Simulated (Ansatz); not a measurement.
# Compressing CdTe: a fit and a missing row

CdTe, F-43m, a = 6.556 Å. Ansatz: r2SCAN, PAW, 500 eV, Γ-centred 8×8×8 mesh on 2 atoms, Gaussian smearing 0.02 eV; no spin polarisation. Symmetry fixes shape and atoms, so the cell is only scaled; pressure is positive in compression.

```
V (Å³/atom) P (GPa)
     30.993        ?
     32.050     4.78
     33.107     2.93
     34.163     1.36
     35.220     0.03
     36.276    -1.08
     37.333    -2.03
     38.742    -3.06
```

Q: Take V0 = 35.220 Å³/atom, count pressures from its P0 = 0.03 GPa, fit the third-order Birch–Murnaghan form to the other rows, and predict the missing pressure.

A: With the Eulerian strain f = ½[(V0/V)^(2/3) − 1] and y = (P − P0)/[3f(1 + 2f)^(5/2)], the form is the line y = B0 + 1.5 B0 (B0′ − 4) f. Rows (f, y): 0.03245, 41.7; 0.02105, 41.4; 0.01026, 41.1; -0.00975, 39.9; -0.01905, 39.7; -0.03078, 39.2. Means f = 0.0006967, y = 40.500; Σ(Δf)² = 0.003004, ΣΔfΔy = 0.1251; the slope is their ratio. y = 40.47 + 41.66 f GPa, so B0 = 40.5 GPa and B0′ = 4 + 2 × (41.66)/(3 × 40.47) = 4.69. At V = 30.993, f = 0.04449, y = 42.32 and P = 7.02 GPa. The run gave 6.99 GPa, so the fit is 0.03 GPa too high, a small miss on the scale of the series.